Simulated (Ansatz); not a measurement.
Crystal: Y.

```
Y
1.0
     3.64254    0.00000    0.00000
    -1.82127    3.15454    0.00000
     0.00000    0.00000   11.84413
Y
4
Cartesian
  1.8213 1.0515 8.8831
  0.0000 0.0000 5.9221
  0.0000 2.1030 2.9610
  0.0000 0.0000 0.0000
```

```yaml
Program: Ansatz 0.2.0
Task: single point
Functional: PBEsol
Potentials_or_basis: all-electron LAPW, scalar-relativistic
Cutoff: 127 eV (chosen from the basis error)
Basis_error_allowed: 0.001 eV/atom
k_mesh: 8 × 8 × 3
Occupations: fermi-dirac, width 0.05 eV
Spin: no spin polarisation
```

On this cell: pressure -3.5 GPa; largest force under 0.003 eV/Å; band gap on the k mesh none (metal or under the smearing width).

The same run follows on a disturbed copy (atoms moved at random, drawn with an rms of 0.05 Å):

```
Y
1.0
     3.64254    0.00000    0.00000
    -1.82127    3.15454    0.00000
     0.00000    0.00000   11.84413
Y
4
Direct
  0.67778 0.33328 0.75145
  0.99857 0.98937 0.50459
  0.34126 0.67218 0.25273
  0.99905 0.99244 0.99907
```

Task: What changes?

Result: The energy (extrapolated to zero smearing) moves by +1.3 meV/atom; pressure -3.5 GPa; largest force 0.101 eV/Å; band gap on the k mesh none (metal or under the smearing width).

Forces on the atoms (eV/Å):
```
Y   -0.030 -0.032  0.016
Y    0.017  0.043 -0.083
Y   -0.007 -0.044 -0.027
Y    0.020  0.033  0.093
```

Stress tensor (GPa, compression positive):
```
-3.30 -0.03  0.00
-0.03 -3.32  0.00
 0.00  0.00 -3.85
```
